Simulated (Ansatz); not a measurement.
# LiNbO3: the cost of one run

Computed with Ansatz 0.2.0 (DFT PBE, scalar-relativistic, plane waves, PAW, unless a step's input says otherwise).

## Step 1: The structure to begin with

Symmetry: R3c, No. 161, trigonal system. Conventional cell: a = 5.151 Å, b = 5.151 Å, c = 13.865 Å, α = 90.00°, β = 90.00°, γ = 120.00°. Li (site symmetry 3) is surrounded by 6 O at 2.07 to 2.24 Å. Nb (site symmetry 3) is surrounded by 6 O at 1.88 to 2.12 Å. Around O (site symmetry 1) lie 2 Nb at 1.88 to 2.12 Å and 2 Li at 2.07 to 2.24 Å.

Coordinates:

```
Li Nb O
1.0
     2.57565    1.48705    4.62180
    -2.57565    1.48705    4.62180
     0.00000   -2.97410    4.62180
Li Nb O
2 2 6
Direct
  0.30210 0.30210 0.30210
  0.80210 0.80210 0.80210
  0.01920 0.01920 0.01920
  0.51920 0.51920 0.51920
  0.13110 0.37830 0.74050
  0.74050 0.13110 0.37830
  0.37830 0.74050 0.13110
  0.24050 0.87830 0.63110
  0.87830 0.63110 0.24050
  0.63110 0.24050 0.87830
```

The structure rests on an entry of the Crystallography Open Database; cell or positions may have been set otherwise for this series.

## Step 2: Relaxing cell and atoms: LiNbO3, no spin

input.yaml reads:

```yaml
crystal:
  lattice:
    - [2.5756485575, 1.487051388, 4.6218]
    - [-2.5756485575, 1.487051388, 4.6218]
    - [0.0, -2.974102776, 4.6218]
  atoms:
    - { symbol: Li, position: [0.3021, 0.3021, 0.3021] }
    - { symbol: Li, position: [0.8021, 0.8021, 0.8021] }
    - { symbol: Nb, position: [0.0192, 0.0192, 0.0192] }
    - { symbol: Nb, position: [0.5192, 0.5192, 0.5192] }
    - { symbol: O, position: [0.1311, 0.3783, 0.7405] }
    - { symbol: O, position: [0.7405, 0.1311, 0.3783] }
    - { symbol: O, position: [0.3783, 0.7405, 0.1311] }
    - { symbol: O, position: [0.2405, 0.8783, 0.6311] }
    - { symbol: O, position: [0.8783, 0.6311, 0.2405] }
    - { symbol: O, position: [0.6311, 0.2405, 0.8783] }
scf:
  occupations: { method: fixed }
output:
  forces: true
  stress: true
  eigenvalues: true
hamiltonian:
  xc: pbe
kpoints:
  mp_grid: { grid: [4, 4, 4] }
relax:
  f_tol: 0.002
  cell: { stress_tol: 0.02, sigma_target: [0.0, 0.0, 1.0, 0.0, 0.0, 0.0] }
```

On the command line:

```
ansatz run input.yaml --threads 8 --pin off --max-ram 16384MiB --backend cpu --events-out ev --progress --plain --runs-dir out
```

Q: Estimate wall time and peak memory on 8 threads of Arm Neoverse N1, shared host.

About 25 s, with a peak of 0.55 GiB.
